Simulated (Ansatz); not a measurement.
The parent structure is GeTe (space group R3m, No. 160).

```yaml
crystal:
  lattice:
    - [2.11331, 1.22012, 3.63992]
    - [-2.11331, 1.22012, 3.63992]
    - [0.00000, -2.44024, 3.63992]
  atoms:
    - { symbol: Ge, position: [0.23423, 0.23423, 0.23423] }
    - { symbol: Te, position: [0.76577, 0.76577, 0.76577] }
```

Cartesian axes are those of the cell as printed.

(Cell as relaxed with PBE.)

Levels (all Ansatz, a quantum-chemistry and plane-wave program, PAW): PBE (420 eV, no spin-orbit coupling); r2SCAN (500 eV, no SOC).

Each level relaxes its own structure.

```tsv
base	PBE	r2SCAN
volume per atom	28.16 Å³	27.99 Å³
lattice parameter a	4.227 Å	4.187 Å
```

The change: uniaxial stress, 0.5 GPa compression along z, with the cell and atoms free to relax against it.

| quantity | PBE | r2SCAN |
|---|---|---|
| energy relative to the base (free energy F) | +0.7 meV/atom | (withheld) |
| shortest interatomic distance | 2.858 Å | (withheld) |

Task: Given the PBE results, estimate those of r2SCAN.

Result: 
- energy relative to the base (free energy F), r2SCAN: +0.7 meV/atom
- shortest interatomic distance, r2SCAN: 2.820 Å

PBE's shortest interatomic distance lies 0.038 Å above r2SCAN's (1.3 %); the two agree on the energy relative to the base. Neither level is exact; r2SCAN is the comparison here, not a measurement.

Load acts through the strain it causes; cell and atoms are relaxed under it. Beyond what the load breaks, stability against distortions was not tested. No dispersion term is included, though the crystal is made of layers, chains or molecules, so its spacings can come out too wide.
